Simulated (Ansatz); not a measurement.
# ZnS (F-43m) in Ansatz: a series of runs

One crystal, ZnS, is run at these levels: BLYP+D3(BJ), r2SCAN+D4, PBE; tasks: relaxation of cell and atoms, single point.

Everything below comes from runs of Ansatz 0.2.0. Logs are shortened: lines on timing, memory, paths and dates and some standing lists are left out, and cuts for length are marked.

**What was measured.**

“Electronic, vibrational, and thermodynamic properties of ZnS (zincblende and rocksalt structure)”, 2009, arxiv:0911.5022 quotes, for a bulk crystal of ZnS at 19 K: band gap 3.85 eV (direct).

How close the calculation comes is told below.

## Step 1: The crystal as given

The structure is cubic, space group F-43m (No. 216). The conventional cell has a = 5.404 Å, b = 5.404 Å, c = 5.404 Å, α = 90.00°, β = 90.00°, γ = 90.00°. Zn (site symmetry -43m) has 4 S at 2.34 Å as nearest neighbours. Around S (site symmetry -43m) lie 4 Zn at 2.34 Å.

## Step 2: Relaxation of cell and atoms, BLYP+D3(BJ)

Input file input.yaml:

```yaml
crystal:
  lattice:
    - [0.0, 2.702, 2.702]
    - [2.702, 0.0, 2.702]
    - [2.702, 2.702, 0.0]
  atoms:
    - { symbol: Zn, position: [0.75, 0.75, 0.75] }
    - { symbol: S, position: [0.0, 0.0, 0.0] }
hamiltonian:
  xc: blyp
  pseudopotentials: { kind: paw }
  dispersion: d3bj
kpoints:
  mp_grid: { grid: [9, 9, 9] }
scf:
  occupations: { method: fermi_dirac, width: 0.05 }
output:
  forces: true
  stress: true
relax:
  f_tol: 0.01
  max_steps: 40
  cell: { stress_tol: 0.05 }
```

Potentials or basis: Ansatz PAW.

Launch:

```console
ansatz run input.yaml --threads 2 --pin off --max-ram 5120MiB --backend cpu --events-out ev --progress --plain --runs-dir out
```

The log of the run:

```text
Warning: RAYON_NUM_THREADS=2 ignored (pool sized by the plan → 2); use --threads N
Engine: ansatz 0.2.0, aarch64-unknown-linux-gnu
Pseudopotentials: kind: paw
Pseudopotential: Zn, paw, valence charge 12, recommended cutoff 420 eV (normal), Zn.paw.azcp
Pseudopotential: S, paw, valence charge 6, recommended cutoff 420 eV (normal), S.paw.azcp
Functional definition: BLYP
  parameter beta = 0.0042
  parameter a = 0.04918
  parameter b = 0.132
  parameter c = 0.2533
  parameter d = 0.349
  exchange = b88_x(beta = beta)
  correlation = lyp_c(a = a, b = b, c = c, d = d)
Crystal: 2 atoms, lattice volume = 39.454 Å³
Basis set: ecut = 420 eV, 749 PW (Γ), exchange–correlation on 54×54×54 points (8 copies of the dense FFT grid, shifted against one another)
Bands: 13, of which v1, the nominal top of the filled ones, is band 9 counted from 1 (8 counted from 0)
Symmetry: 24 space group operations
Space group: F-43m (ITA 216), of the structure as read, at distance tolerance 3.4e-5 Å
k-points: 35 of 729 (time reversal used)
Non-local potential: Zn, projectors of the file, l = 0: 2, l = 1: 2, l = 2: 3, l = 3: 1
Non-local potential: S, projectors of the file, l = 0: 2, l = 1: 2, l = 2: 2
PAW form: soft (Blöchl's): semilocal exchange-correlation on the pseudo side does not see the compensation charge
PAW frozen core: Zn, regenerated for the run's functional, and the local potential with it (the file was generated under x = pbe(κ = 0.804, μ = 0.2195149727645171), c = pbe(β = 0.06672455060314922))
PAW frozen core: S, regenerated for the run's functional, and the local potential with it (the file was generated under x = pbe(κ = 0.804, μ = 0.2195149727645171), c = pbe(β = 0.06672455060314922))
PAW one-centre angular grid: Zn, 590 points (default); XC on 64 Gauss nodes
PAW one-centre angular grid: S, 110 points (default); XC on 64 Gauss nodes
Initial density: superposition of atomic densities (neutral atoms: chi_scale 0, normalization atom), corrected by the library's trained network
Initial wavefunctions: pseudopotential atomic-orbital guess
Functional: x = b88, c = lyp
SCF iter   1: F=—  HF=-4238.143134 eV  |F-HF|=—  |Δ(HF+E_count)|=         —  Δρ=5.99e-3  dr2=1.66e-2  ethr=1.77e-3  ⟨swp⟩=5.3  Hψ=2687  notcnv=0
preconditioner: auto → none  [insulator: Δε(μ)=2.139 eV  Ē_g=12.325 eV  σ=0.050 eV  W_gap=1.00  n_scr=14 (ndim 8)  ℏωp=25.1 eV  f_vac=0.026  D(μ)=0.00/eV (n_scr^D=0)  ε∞_Penn≈5.1]
SCF iter   2: F=—  HF=-4238.137661 eV  |F-HF|=—  |Δ(HF+E_count)|=   5.47e-3  Δρ=1.64e-3  dr2=1.29e-3  ethr=9.24e-5  ⟨swp⟩=2.3  Hψ=1070  notcnv=0
SCF iter   3: F=—  HF=-4238.137291 eV  |F-HF|=—  |Δ(HF+E_count)|=   3.70e-4  Δρ=9.99e-4  dr2=1.79e-4  ethr=7.18e-6  ⟨swp⟩=2.6  Hψ=714  notcnv=0
SCF iter   4: F=—  HF=-4238.137272 eV  |F-HF|=—  |Δ(HF+E_count)|=   1.89e-5  Δρ=4.94e-4  dr2=8.00e-5  ethr=9.97e-7  ⟨swp⟩=2.0  Hψ=723  notcnv=0
SCF iter   5: F=—  HF=-4238.137258 eV  |F-HF|=—  |Δ(HF+E_count)|=   1.43e-5  Δρ=9.33e-5  dr2=1.94e-6  ethr=4.45e-7  ⟨swp⟩=2.3  Hψ=756  notcnv=0
SCF iter   6: F=-4238.137258 eV  HF=-4238.137258 eV  |F-HF|=1.40e-8  |Δ(HF+E_count)|=   2.92e-7  Δρ=1.33e-5  dr2=3.31e-8  ethr=5.56e-10  ⟨swp⟩=3.0  Hψ=1982  notcnv=0
SCF 1 converged in 6 iterations: F = -4238.137258 eV  dr2 = 3.31e-8
relax step   1: F+E_penalty+E_count = -4238.13725814 eV  Δ(F+E_penalty+E_count) = +0.000e0 eV  max|allowed force component| = 2.128e-16 eV/Å  Δτ_max = 0.0000 Å  P = -0.807 GPa  Ω = 39.454 Å³  (6 SCF iters, dr2 threshold 1.00e-7 eV, accepted)
Crystal: 2 atoms, lattice volume = 39.208 Å³
Initial density: handed on by an earlier stage of this run
Initial wavefunctions: those handed on with the density
iter 1 solved again at ethr=3.02e-7 eV; its pass at ethr=3.10e-3 eV (dr2=5.44e-5 eV) is discarded
SCF iter   1: F=—  HF=-4238.138211 eV  |F-HF|=—  |Δ(HF+E_count)|=         —  Δρ=3.05e-4  dr2=4.59e-5  ethr=3.02e-7  ⟨swp⟩=2.0  Hψ=3058  notcnv=0
preconditioner: auto → none  [insulator: Δε(μ)=2.123 eV  Ē_g=12.336 eV  σ=0.050 eV  W_gap=1.00  n_scr=14 (ndim 8)  ℏωp=25.2 eV  f_vac=0.028  D(μ)=0.00/eV (n_scr^D=0)  ε∞_Penn≈5.2]
SCF iter   2: F=—  HF=-4238.138220 eV  |F-HF|=—  |Δ(HF+E_count)|=   9.73e-6  Δρ=1.14e-4  dr2=4.84e-6  ethr=2.55e-7  ⟨swp⟩=2.0  Hψ=612  notcnv=0
SCF iter   3: F=—  HF=-4238.138220 eV  |F-HF|=—  |Δ(HF+E_count)|=   8.23e-7  Δρ=7.84e-5  dr2=1.36e-6  ethr=2.69e-8  ⟨swp⟩=2.3  Hψ=723  notcnv=0
SCF iter   4: F=—  HF=-4238.138219 eV  |F-HF|=—  |Δ(HF+E_count)|=   1.79e-7  Δρ=2.62e-5  dr2=1.73e-7  ethr=1.11e-9  ⟨swp⟩=3.0  Hψ=1934  notcnv=0
SCF iter   5: F=-4238.138219 eV  HF=-4238.138219 eV  |F-HF|=1.02e-9  |Δ(HF+E_count)|=   1.29e-7  Δρ=4.46e-6  dr2=5.24e-9  ethr=9.64e-10  ⟨swp⟩=4.3  Hψ=1539  notcnv=0
SCF 2 converged in 5 iterations: F = -4238.138219 eV  dr2 = 5.24e-9
relax step   2: F+E_penalty+E_count = -4238.13821928 eV  Δ(F+E_penalty+E_count) = -9.611e-4 eV  max|allowed force component| = 4.626e-17 eV/Å  Δτ_max = 0.0000 Å  P = -0.350 GPa  Ω = 39.208 Å³  energy of the carried Pulay correction = +7.062e-5 eV  (5 SCF iters, dr2 threshold 2.00e-7 eV, accepted)
Crystal: 2 atoms, lattice volume = 39.021 Å³
iter 1 solved again at ethr=1.78e-7 eV; its pass at ethr=3.10e-3 eV (dr2=3.21e-5 eV) is discarded
SCF iter   1: F=—  HF=-4238.138459 eV  |F-HF|=—  |Δ(HF+E_count)|=         —  Δρ=2.35e-4  dr2=2.72e-5  ethr=1.78e-7  ⟨swp⟩=2.0  Hψ=3063  notcnv=0
preconditioner: auto → none  [insulator: Δε(μ)=2.145 eV  Ē_g=12.359 eV  σ=0.050 eV  W_gap=1.00  n_scr=14 (ndim 8)  ℏωp=25.2 eV  f_vac=0.028  D(μ)=0.00/eV (n_scr^D=0)  ε∞_Penn≈5.2]
SCF iter   2: F=—  HF=-4238.138475 eV  |F-HF|=—  |Δ(HF+E_count)|=   1.52e-5  Δρ=8.61e-5  dr2=2.85e-6  ethr=1.51e-7  ⟨swp⟩=2.1  Hψ=626  notcnv=0
SCF iter   3: F=—  HF=-4238.138474 eV  |F-HF|=—  |Δ(HF+E_count)|=   4.63e-7  Δρ=6.29e-5  dr2=8.55e-7  ethr=1.58e-8  ⟨swp⟩=2.0  Hψ=717  notcnv=0
SCF iter   4: F=-4238.138474 eV  HF=-4238.138474 eV  |F-HF|=2.66e-7  |Δ(HF+E_count)|=   1.08e-7  Δρ=2.08e-5  dr2=1.09e-7  ethr=1.11e-9  ⟨swp⟩=3.0  Hψ=1886  notcnv=0
SCF 3 converged in 4 iterations: F = -4238.138474 eV  dr2 = 1.09e-7
relax step   3: F+E_penalty+E_count = -4238.13847388 eV  Δ(F+E_penalty+E_count) = -2.546e-4 eV  max|allowed force component| = 1.064e-16 eV/Å  Δτ_max = 0.0000 Å  P = +0.007 GPa  Ω = 39.021 Å³  energy of the carried Pulay correction = +1.245e-4 eV  (4 SCF iters, dr2 threshold 2.00e-7 eV, accepted)
Initial wavefunctions: pseudopotential atomic-orbital guess (no wavefunctions were taken with the density)
iter 1 solved again at ethr=2.24e-7 eV; its pass at ethr=3.10e-3 eV (dr2=4.04e-5 eV) is discarded
SCF iter   1: F=—  HF=-4238.138325 eV  |F-HF|=—  |Δ(HF+E_count)|=         —  Δρ=1.59e-5  dr2=6.04e-8  ethr=2.24e-7  ⟨swp⟩=3.0  Hψ=3927  notcnv=0
preconditioner: auto → none  [insulator: Δε(μ)=2.143 eV  Ē_g=12.360 eV  σ=0.050 eV  W_gap=1.00  n_scr=14 (ndim 8)  ℏωp=25.2 eV  f_vac=0.030  D(μ)=0.00/eV (n_scr^D=0)  ε∞_Penn≈5.2]
SCF iter   2: F=—  HF=-4238.138347 eV  |F-HF|=—  |Δ(HF+E_count)|=   2.27e-5  Δρ=3.52e-5  dr2=2.55e-7  ethr=3.35e-10  ⟨swp⟩=2.5  Hψ=852  notcnv=0
SCF iter   3: F=—  HF=-4238.138347 eV  |F-HF|=—  |Δ(HF+E_count)|=   6.72e-8  Δρ=6.59e-6  dr2=6.08e-9  ethr=3.35e-10  ⟨swp⟩=2.0  Hψ=735  notcnv=0
SCF iter   4: F=—  HF=-4238.138347 eV  |F-HF|=—  |Δ(HF+E_count)|=   2.12e-9  Δρ=1.63e-6  dr2=1.06e-9  ethr=3.38e-11  ⟨swp⟩=2.0  Hψ=763  notcnv=0
SCF iter   5: F=—  HF=-4238.138347 eV  |F-HF|=—  |Δ(HF+E_count)|=  1.13e-10  Δρ=3.00e-7  dr2=2.09e-11  ethr=5.91e-12  ⟨swp⟩=2.3  Hψ=642  notcnv=0
SCF iter   6: F=-4238.138347 eV  HF=-4238.138347 eV  |F-HF|=0.00e0  |Δ(HF+E_count)|=  2.55e-11  Δρ=6.66e-8  dr2=5.90e-13  ethr=1.00e-12  ⟨swp⟩=5.2  Hψ=1863  notcnv=0
SCF 4 converged in 6 iterations: F = -4238.138347 eV  dr2 = 5.90e-13
relax step   4: F+E_penalty+E_count = -4238.13834713 eV  Δ(F+E_penalty+E_count) = +1.268e-4 eV  max|allowed force component| = 6.939e-17 eV/Å  Δτ_max = 0.0000 Å  P = +0.007 GPa  Ω = 39.021 Å³  stress off target by 7.41e-3 GPa  SCF on the basis re-selected at this cell (its energy is not comparable with the rows above)  (6 SCF iters)
basis re-selected at this cell: Δ(F+E_penalty+E_count) = +1.268e-4 eV, ΔP = +0.000 GPa vs the last step (what re-selecting the basis moved, of the pressure what is left beyond the Pulay correction that the steps carried, after the strain that the cell walked since its last selection, with what the two solves' SCF thresholds leave and, on support functions, any second-order correction that the steps lacked; it is no measure of the basis error at this ecutwfc). This SCF's stress stands 7.41e-3 GPa from its target on what of the cell is left free (relax.cell.stress_tol is 5.00e-2 GPa) and its largest allowed force component is 6.94e-17 eV/Å (relax.f_tol is 1.00e-2 eV/Å): within both
SCF converged after 6 iterations
Free energy (F): -4238.138347 eV
Harris-Foulkes:  -4238.138347 eV  (|F-HF|=0.00e0)
Internal energy: -4238.138347 eV  (E = F + TS)
E sigma→0 (E₀):  -4238.138347 eV
Fermi energy:    7.405522 eV
--- Per-component energies (eV) ---
  E_band       = 12.676608
  E_kinetic    = 240.229490
  E_local      = -2034.480524  (includes V_loc(G=0)·N_el)
  E_nonlocal   = 641.024888
  E_hartree    = 852.408006
  E_xc         = -232.831075
  E_vxc        = -136.971325  (∫ρ·V_xc dr)
  E_paw        = -2445.096797  (= ΣΔE_a)
  E_vpaw       = -401.941579  (= ΣTr[D̂ρ^β])
  E_aug_tail   = -0.000374  (compensation charges beyond the density's cutoff)
  E_ewald      = -1257.993282
  E_disp       = -1.350837  (pairwise vdW)
  E_core_change = -0.047843  (= ΣΔE_core)
  E_smearing   = -0.000000  (= −TS)
  E_closure    = 0.000000  (closes the sum)
  Σ components = -4238.138347   (vs F -4238.138347, Δ=0.00e0)
--- Forces (eV/Å), atoms counted from 1 ---
  atom   1  Zn     0.00000000    -0.00000000    -0.00000000
  atom   2  S     -0.00000000     0.00000000     0.00000000
  max |Σ_I F_I| component: 1.85e-17 eV/Å
--- Stress (GPa, compression-positive) ---
        0.007406      -0.000000      -0.000000
       -0.000000       0.007406       0.000000
       -0.000000       0.000000       0.007406
  P = ⅓ Tr σ = 0.0074 GPa (0.074 kbar)
--- Relaxed structure (3 steps of the walk, 3 accepted, 1 SCFs on fresh bases) ---
  F+E_penalty+E_count = -4238.13834713 eV   max|allowed force component| = 6.939e-17 eV/Å   (the final SCF, on the basis selected at the relaxed cell)
  cell:  # Å, volume = 39.0210 Å³
    - [1.0445512667435958e-33, 2.6920897756675655, 2.6920897756675655]
    - [2.6920897756675655, 1.3502735887173317e-33, 2.6920897756675655]
    - [2.6920897756675655, 2.6920897756675655, 5.248233193882458e-33]
  atoms:
    - { symbol: Zn, position: [0.75, 0.75, 0.75] }
    - { symbol: S, position: [2.1383382062034458e-34, -1.4255588041356306e-34, -6.177421484587729e-34] }
```

Wall time 3.7 s (2 threads of Arm Neoverse V2, shared host); peak memory 0.31 GiB.

Results:

```
Free energy                            : -4238.1383 eV
Relaxed volume                         : 19.51 Å³/atom
Relaxed cell                           : a = 3.807 Å, b = 3.807 Å, c = 3.807 Å, α = 60.00°, β = 60.00°, γ = 60.00°
Space group after relaxing (to 0.05 Å) : F-43m (No. 216)
Energy gained by relaxing              : 0.5 meV/atom
Ionic steps                            : 4
Pressure after relaxing                : 0.0 GPa
Band gap on the k mesh                 : 2.14 eV
```

The path:
| step | energy change (eV) | largest force (eV/Å) | volume (Å³) |
| --- | --- | --- | --- |
| 1 | 0.0000 | 0.0000 | 39.45 |
| 2 | -0.0010 | 0.0000 | 39.21 |
| 3 | -0.0012 | 0.0000 | 39.02 |
| 4 | -0.0011 | 0.0000 | 39.02 |

Final structure:
```xyz
2
Lattice="0.0000 2.6921 2.6921 2.6921 0.0000 2.6921 2.6921 2.6921 0.0000" Properties=species:S:1:pos:R:3 pbc="T T T"
Zn    4.0381    4.0381    4.0381
S     0.0000    0.0000    0.0000
```

Caveat: odd divisions of the mesh miss points on the zone boundary, where band edges often lie, so the gap on the mesh can be too wide; the plane-wave basis is chosen anew once the cell has moved, so the energies of steps on either side of that aren't comparable; the PAW data sets come from PBE, with cores solved anew for the run's functional, which leaves a small shift of forces and pressure.

(Continued in part 2 of 2.)
